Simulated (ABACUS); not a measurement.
# Ge (Fd-3m) in ABACUS: a series of runs

The runs below take Ge through single point, with PBE.

Everything below comes from runs of ABACUS 3.10.1. Logs are shortened: lines on timing, memory, paths and dates and some standing lists are left out, and cuts for length are marked.

**Experimental background.**

From “Temperature-dependent photoluminescence in Ge: experiment and theory”, 2020, arxiv:2003.00143, for a bulk crystal of Ge at 0 K: band gap 0.744 eV (indirect).

The runs below are set against these values where they give the same quantity.

## (1) Starting point

Symmetry: Fd-3m, No. 227, cubic system. Conventional cell: a = 5.658 Å, b = 5.658 Å, c = 5.658 Å, α = 90.00°, β = 90.00°, γ = 90.00°. Around Ge (site symmetry -43m) lie 4 Ge at 2.45 Å.

## (2) Single point, PBE (cell strained by -0.06 along c)

File INPUT:

```
INPUT_PARAMETERS
suffix              Ge
calculation         scf
basis_type          lcao
pseudo_dir          ./
orbital_dir         ./
symmetry            1
dft_functional      pbe
ecutwfc             100
pseudo_rcut         7
nspin               1
nbands              18
ks_solver           genelpa
smearing_method     fd
smearing_sigma      0.00367493
scf_thr             1e-07
scf_nmax            100
mixing_type         broyden
mixing_beta         0.7
cal_force           1
cal_stress          1
out_mul             1
```

File STRU:

```
ATOMIC_SPECIES
Ge 72.6300 Ge.upf

NUMERICAL_ORBITAL
Ge_confined-atom_7au_2s2p2d.orb

LATTICE_CONSTANT
1.8897261246

LATTICE_VECTORS
-0.0848673000 2.7440427000 2.8289100000
2.7440427000 -0.0848673000 2.8289100000
2.6591754000 2.6591754000 0.0000000000

ATOMIC_POSITIONS
Direct

Ge
0.0
2
0.7500000000 0.7500000000 0.7500000000 1 1 1
0.5000000000 0.5000000000 0.5000000000 1 1 1
```

File KPT:

```
K_POINTS
0
Gamma
6 6 6 0 0 0
```

Potentials or basis: PseudoDojo NC SR 0.4.1 PBE standard, DZP LCAO (the cutoffs set its grid).

The run is started by

```bash
$ OMP_NUM_THREADS=1 mpirun -np 4 abacus > log
```

running log:

```text
ABACUS v3.10.1

               Atomic-orbital Based Ab-initio Computation at UStc

 ------------------------------------------------------------------------------------

 READING GENERAL INFORMATION
                           global_out_dir = OUT.Ge/
                           global_in_card = INPUT
                               pseudo_dir = ./
                              orbital_dir = ./
                                    DSIZE = 4
                                    GSIZE = 1

 READING UNITCELL INFORMATION
                                    ntype = 1
                  lattice constant (Bohr) = 1.88973
              lattice constant (Angstrom) = 1

 READING ATOM TYPE 1
                               atom label = Ge
                      L=0, number of zeta = 2
                      L=1, number of zeta = 2
                      L=2, number of zeta = 2
             number of atom for this type = 2

                        TOTAL ATOM NUMBER = 2
DIRECT COORDINATES
    atom                   x                   y                   z     mag                  vx                  vy                  vz
taud_Ge1            0.7500000000        0.7500000000        0.7500000000  0.0000        0.0000000000        0.0000000000        0.0000000000
taud_Ge2            0.5000000000        0.5000000000        0.5000000000  0.0000        0.0000000000        0.0000000000        0.0000000000

                          Volume (Bohr^3) = 287.218
                             Volume (A^3) = 42.5613

 Lattice vectors: (Cartesian coordinate: in unit of a_0)
           -0.0848673            +2.74404            +2.82891
             +2.74404          -0.0848673            +2.82891
             +2.65918            +2.65918                  +0
 Reciprocal vectors: (Cartesian coordinate: in unit of 2 pi/a_0)
            -0.176747           +0.176747           +0.176747
            +0.176747           -0.176747           +0.176747
            +0.188028           +0.188028           -0.176747
 The esolver type has been set to : ksdft_lcao

                PAO radial cut off (Bohr) = 7

 Read in pseudopotential file is Ge.upf
                     pseudopotential type = NC
          exchange-correlation functional = PBE
                 nonlocal core correction = 1
                        valence electrons = 14
                                     lmax = 2
                           number of zeta = 3
                     number of projectors = 6
                           L of projector = 0
                           L of projector = 0
                           L of projector = 1
                           L of projector = 1
                           L of projector = 2
                           L of projector = 2
[... 182 lines left out ...]
   longest nonlocal projector rcut (Bohr) = 1.94
                     search radius (Bohr) = 17.9
              searching radius is (Bohr)) = 17.9
         searching radius unit is (Bohr)) = 1.89
                         PeriodicBoundary = 1
                        Radius(unit:lat0) = 9.46
                                   glayer = [ 4, 4, 5 ]
                             glayer_minus = [ 3, 3, 4 ]

Find the coordinate range of the input atom(unit:lat0).
                                  min_tau = [ -16.5, -16.5, -14.1 ]
                                  max_tau = [ 23.1, 23.1, 21.2 ]
                                BoxNumber = [ 7, 7, 9 ]

 SETUP EXTENDED REAL SPACE GRID FOR GRID INTEGRATION
                          real space grid = [ 48, 48, 45 ]
                 big cell numbers in grid = [ 12, 12, 15 ]
             meshcell numbers in big cell = [ 4, 4, 3 ]
                        extended fft grid = [ 14, 14, 18 ]
                dimension of extened grid = [ 41, 41, 52 ]
                            UnitCellTotal = 125
              Atom number in sub-FFT-grid = 2
    Local orbitals number in sub-FFT-grid = 36
                                ParaV.nnr = 23814
                                 init_chg = atomic

 LCAO ALGORITHM --------------- ION=   1  ELEC=   1--------------------------------

 Density error is 0.035991581549
----------------------------------------------------------
     Energy           Rydberg                 eV
----------------------------------------------------------
 E_KohnSham     -357.2509446089      -4860.6484625638
 E_Harris       -357.0303138943      -4857.6466276911
 E_Fermi        0.7610001578         10.3539383252
----------------------------------------------------------
[... 69 lines left out ...]
 Density error is 5.88869734024e-08
----------------------------------------------------------
     Energy           Rydberg                 eV
----------------------------------------------------------
 E_KohnSham     -357.2515297580      -4860.6564239254
 E_KS(sigma->0) -357.2514912773      -4860.6559003679
 E_Harris       -357.2515348081      -4860.6564926359
 E_band         -18.3705396759       -249.9440149272
 E_one_elec     -176.7157191227      -2404.3407062369
 E_Hartree      108.3541123543       1474.2333297500
 E_xc           -87.3894271388       -1188.9941540441
 E_Ewald        -201.5004188892      -2741.5538462796
 E_entropy(-TS) -0.0000769615        -0.0010471148
 E_descf        0.0000000000         0.0000000000
 E_exx          0.0000000000         0.0000000000
 E_Fermi        0.7804854083         10.6190487590
----------------------------------------------------------

 charge density convergence is achieved
 final etot is -4860.6564239 eV
 EFERMI = 10.619048759 eV

 STATE ENERGY(eV) AND OCCUPATIONS    NSPIN == 1
 1/46 kpoint (Cartesian) = 0.0000 0.0000 0.0000 (1207 pws)
       1       -14.5593     0.00925926
       2       -14.5005     0.00925926
       3       -14.4735     0.00925926
       4       -14.4692     0.00925926
       5       -14.4582     0.00925926
       6       -14.2495     0.00925926
[... 98 lines left out ...]
       5       -14.4014      0.0370370
       6       -14.3029      0.0370370
[... 10 lines left out ...]
      17        15.7497    1.00907e-46
      18        16.2798    2.50984e-51

[... levels at 40 further k points ...]

 correction force for each atom along direction 1 is 7.14974e-07
 correction force for each atom along direction 2 is 5.56916e-07
 correction force for each atom along direction 3 is -6.60165e-07
------------------------------------------------------------------------------------------
 TOTAL-FORCE (eV/Angstrom)
------------------------------------------------------------------------------------------
                       Ge1         0.0000000000         0.0000000000         0.8490155369
                       Ge2         0.0000000000         0.0000000000        -0.8490155369
------------------------------------------------------------------------------------------

----------------------------------------------------------------
 TOTAL-STRESS (KBAR)
----------------------------------------------------------------
       116.7205441913        68.7686085360        -0.0000000000
        68.7686085360       116.7205441913        -0.0000000000
         0.0000000000        -0.0000000000        92.9027139911
----------------------------------------------------------------
 TOTAL-PRESSURE: 108.781267 KBAR

 --------------------------------------------
 !FINAL_ETOT_IS -4860.6564239253648338 eV
 --------------------------------------------
```

mulliken.txt:

```text
 0
CALCULATE THE MULLIkEN ANALYSIS FOR EACH ATOM
 Total charge:	28
Decomposed Mulliken populations
0                             Zeta of Ge              Spin 1
[... 51 lines left out ...]
dx^2-y^2                               0              1.9996
dxy                                    0              1.9984
SUM OVER M                                            9.9941
dz^2                                   1              0.0310
dxz                                    1              0.0577
dyz                                    1              0.0478
dx^2-y^2                               1              0.0294
dxy                                    1              0.0512
SUM OVER M                                            0.2171
SUM OVER M+Zeta                                      10.2112

SUM OVER M+Zeta+L                                    14.0000

Total Charge on atom:                 Ge             14.0000
```

Wall time 8 s (4 MPI ranks of Intel Xeon Platinum 8259CL at 2.50GHz (Skylake/Cascade Lake), shared host); peak memory 0.36 GiB.

Results:

- Free energy: -4860.6564 eV
- Pressure: 10.9 GPa
- Largest force: 0.849 eV/Å
- Band gap on the k mesh: none (metal or under the smearing width)

Forces in eV/Å, atoms in the order of the input:
```
Ge   0.000  0.000  0.849
Ge   0.000  0.000 -0.849
```

Stress tensor (GPa, compression positive):
```
11.67  6.88  0.00
 6.88 11.67  0.00
 0.00  0.00  9.29
```

Caveat: the atomic orbitals were generated for these runs and aren't a published set; the basis of atomic orbitals isn't converged, which shifts pressures, moduli and gaps.

## (3) Single point, PBE (cell strained by -0.03 along c)

INPUT is that of step 2.

STRU: that of step 2 with these lines changed.

```diff
@@ -10,5 +10,5 @@
 LATTICE_VECTORS
--0.0848673000 2.7440427000 2.8289100000
-2.7440427000 -0.0848673000 2.8289100000
-2.6591754000 2.6591754000 0.0000000000
+-0.0424336500 2.7864763500 2.8289100000
+2.7864763500 -0.0424336500 2.8289100000
+2.7440427000 2.7440427000 0.0000000000
```

KPT is that of step 2.

Potentials or basis: PseudoDojo NC SR 0.4.1 PBE standard, DZP LCAO (the cutoffs set its grid).

The run is started by

```bash
$ OMP_NUM_THREADS=1 mpirun -np 4 abacus > log
```

Wall time 6 s (4 MPI ranks of Intel Xeon Platinum 8259CL at 2.50GHz (Skylake/Cascade Lake), shared host); peak memory 0.36 GiB.

It converged, with:

```
Free energy            : -4860.7796 eV
Pressure               : 7.3 GPa
Largest force          : 0.370 eV/Å
Band gap on the k mesh : 0.10 eV, indirect (least direct gap 0.33 eV)
```

Forces in eV/Å, atoms in the order of the input:
```
Ge   0.000  0.000  0.370
Ge   0.000  0.000 -0.370
```

Stress tensor (GPa, compression positive):
```
7.72 3.07 0.00
3.07 7.72 0.00
0.00 0.00 6.59
```

Levels at points of the mesh, in eV from the valence-band top:
| k point | band 12 | band 13 | band 14 | band 15 | band 16 | band 17 |
| --- | --- | --- | --- | --- | --- | --- |
| (0.00, 0.00, 0.00) | -0.17 | -0.07 | 0.00 | 0.33 | 2.25 | 2.61 |
| (0.50, 0.00, 0.00) | -7.79 | -1.52 | -1.39 | 0.33 | 3.61 | 3.95 |
| (0.50, 0.50, 0.00) | -8.97 | -3.34 | -3.02 | 0.72 | 1.08 | 9.75 |
| (0.50, 0.50, 0.50) | -7.89 | -1.69 | -1.52 | 0.10 | 3.59 | 3.74 |
| (0.50, 0.00, 0.50) | -9.04 | -3.29 | -3.29 | 0.76 | 0.76 | 9.73 |

Caveat: the atomic orbitals were generated for these runs and aren't a published set; the basis of atomic orbitals isn't converged, which shifts pressures, moduli and gaps. A k mesh can miss the band edges.

## (4) Single point, PBE

INPUT is that of step 3.

STRU: that of step 3 with these lines changed.

```diff
@@ -10,5 +10,5 @@
 LATTICE_VECTORS
--0.0424336500 2.7864763500 2.8289100000
-2.7864763500 -0.0424336500 2.8289100000
-2.7440427000 2.7440427000 0.0000000000
+0.0000000000 2.8289100000 2.8289100000
+2.8289100000 0.0000000000 2.8289100000
+2.8289100000 2.8289100000 0.0000000000
```

KPT is that of step 3.

The run is started by

```bash
$ OMP_NUM_THREADS=1 mpirun -np 4 abacus > log
```

Run time: 7.9 s. Hardware: 4 MPI ranks of Intel Xeon Platinum 8259CL at 2.50GHz (Skylake/Cascade Lake), shared host; peak memory 0.36 GiB.

It converged, with:

- Free energy: -4860.8436 eV
- Pressure: 4.6 GPa
- Band gap on the k mesh: 0.16 eV, direct

Levels at points of the mesh, in eV from the valence-band top:
```
           k point  band 10  band 11  band 12  band 13  band 14  band 15  band 16  band 17  band 18
(0.00, 0.00, 0.00)   -24.62   -12.72     0.00     0.00     0.00     0.16     2.58     2.58     2.58
(0.50, 0.50, 0.50)   -24.59   -10.68    -7.61    -1.40    -1.40     0.20     3.78     3.78     8.41
(0.50, 0.50, 0.00)   -24.58    -8.87    -8.87    -3.07    -3.07     0.94     0.94     9.62     9.62
```

Caveat: the atomic orbitals were generated for these runs and aren't a published set; the basis of atomic orbitals isn't converged, which shifts pressures, moduli and gaps.

## (5) Single point, PBE (cell strained by +0.03 along c)

INPUT is that of step 4.

STRU: that of step 4 with these lines changed.

```diff
@@ -10,5 +10,5 @@
 LATTICE_VECTORS
-0.0000000000 2.8289100000 2.8289100000
-2.8289100000 0.0000000000 2.8289100000
-2.8289100000 2.8289100000 0.0000000000
+0.0424336500 2.8713436500 2.8289100000
+2.8713436500 0.0424336500 2.8289100000
+2.9137773000 2.9137773000 0.0000000000
```

KPT is that of step 4.

Potentials or basis: PseudoDojo NC SR 0.4.1 PBE standard, DZP LCAO (the cutoffs set its grid).

The run is started by

```bash
$ OMP_NUM_THREADS=1 mpirun -np 4 abacus > log
```

running log:

```text
ABACUS v3.10.1

               Atomic-orbital Based Ab-initio Computation at UStc

 ------------------------------------------------------------------------------------

 READING GENERAL INFORMATION
                           global_out_dir = OUT.Ge/
                           global_in_card = INPUT
                               pseudo_dir = ./
                              orbital_dir = ./
                                    DSIZE = 4
                                    GSIZE = 1

 READING UNITCELL INFORMATION
                                    ntype = 1
                  lattice constant (Bohr) = 1.88973
              lattice constant (Angstrom) = 1

 READING ATOM TYPE 1
                               atom label = Ge
                      L=0, number of zeta = 2
                      L=1, number of zeta = 2
                      L=2, number of zeta = 2
             number of atom for this type = 2

                        TOTAL ATOM NUMBER = 2
DIRECT COORDINATES
    atom                   x                   y                   z     mag                  vx                  vy                  vz
taud_Ge1            0.7500000000        0.7500000000        0.7500000000  0.0000        0.0000000000        0.0000000000        0.0000000000
taud_Ge2            0.5000000000        0.5000000000        0.5000000000  0.0000        0.0000000000        0.0000000000        0.0000000000

[... 324 lines left out ...]
 E_one_elec     -186.3894958213      -2535.9591905170
 E_Hartree      111.9542805068       1523.2161303831
 E_xc           -87.2923998750       -1187.6740303947
 E_Ewald        -195.5389192038      -2660.4434819328
 E_entropy(-TS) -0.0001231842        -0.0016760066
 E_descf        0.0000000000         0.0000000000
 E_exx          0.0000000000         0.0000000000
 E_Fermi        0.6715604832         9.1370491235
----------------------------------------------------------

 charge density convergence is achieved
 final etot is -4860.8622485 eV
 EFERMI = 9.1370491235 eV

 STATE ENERGY(eV) AND OCCUPATIONS    NSPIN == 1
 1/46 kpoint (Cartesian) = 0.0000 0.0000 0.0000 (1326 pws)
       1       -15.6794     0.00925926
       2       -15.6669     0.00925926
       3       -15.6461     0.00925926
       4       -15.6293     0.00925926
       5       -15.6279     0.00925926
       6       -15.4499     0.00925926
[... 98 lines left out ...]
       5       -15.5723      0.0370370
       6       -15.5022      0.0370370
[... 10 lines left out ...]
      17        14.3222    3.39515e-47
      18        14.6056    1.17317e-49

[... levels at 40 further k points ...]

 correction force for each atom along direction 1 is 5.41396e-08
 correction force for each atom along direction 2 is 1.63206e-08
 correction force for each atom along direction 3 is 2.59148e-07
------------------------------------------------------------------------------------------
 TOTAL-FORCE (eV/Angstrom)
------------------------------------------------------------------------------------------
                       Ge1         0.0000000000         0.0000000000        -0.2937945832
                       Ge2         0.0000000000         0.0000000000         0.2937945832
------------------------------------------------------------------------------------------

----------------------------------------------------------------
 TOTAL-STRESS (KBAR)
----------------------------------------------------------------
        23.2553370821       -23.4008464519        -0.0000000000
       -23.4008464519        23.2553370821        -0.0000000000
         0.0000000000        -0.0000000000        32.2173870784
----------------------------------------------------------------
 TOTAL-PRESSURE: 26.242687 KBAR

 --------------------------------------------
 !FINAL_ETOT_IS -4860.8622484680045090 eV
 --------------------------------------------
```

mulliken.txt:

```text
 0
CALCULATE THE MULLIkEN ANALYSIS FOR EACH ATOM
 Total charge:	28
Decomposed Mulliken populations
0                             Zeta of Ge              Spin 1
[... 51 lines left out ...]
dx^2-y^2                               0              1.9997
dxy                                    0              1.9986
SUM OVER M                                            9.9954
dz^2                                   1              0.0239
dxz                                    1              0.0489
dyz                                    1              0.0414
dx^2-y^2                               1              0.0244
dxy                                    1              0.0459
SUM OVER M                                            0.1845
SUM OVER M+Zeta                                      10.1799

SUM OVER M+Zeta+L                                    14.0000

Total Charge on atom:                 Ge             14.0000
```

Wall time 6 s (4 MPI ranks of Intel Xeon Platinum 8259CL at 2.50GHz (Skylake/Cascade Lake), shared host); peak memory 0.36 GiB.

Results:

```
Free energy            : -4860.8622 eV
Pressure               : 2.6 GPa
Largest force          : 0.294 eV/Å
Band gap on the k mesh : none (metal or under the smearing width)
```

Forces on the atoms (eV/Å):
```
Ge   0.000  0.000 -0.294
Ge   0.000  0.000  0.294
```

Caveat: the atomic orbitals were generated for these runs and aren't a published set; the basis of atomic orbitals isn't converged, which shifts pressures, moduli and gaps.

[end of part 1 of 2]
